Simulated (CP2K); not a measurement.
Nb in CP2K: the effect of functional

Nb:

```
Nb
1.0
     2.88205    0.00000    0.00000
    -0.96068    2.71722    0.00000
    -0.96068   -1.35861    2.35318
Nb
1
Direct
  0.00000 0.00000 0.00000
```

Alike in all runs:

```yaml
Program: CP2K 2026.2
Task: band structure
Potentials_or_basis: POTENTIAL_UZH Nb GTH-PBE-q13; TZVP-MOLOPT-PBE-GTH basis
Density_cutoff: 9184 eV
k_mesh: 11 × 11 × 11
Occupations: fermi-dirac, width 0.05 eV
Spin: no spin polarisation
```

```tsv
functional	pressure (GPa)
PBE	-1.0
LDA	-9.6
PBEsol	-6.4
RPBE	1.5
PW91	-1.2
OLYP	?
r2SCAN	-2.2
```

**Question.** What does the run with functional OLYP give?

**Answer.** Pressure -4.3 GPa.

Caveats: the basis of atomic orbitals isn't converged, which shifts pressures, moduli and gaps; the potentials were made for another functional, which shifts forces and pressure (some runs).
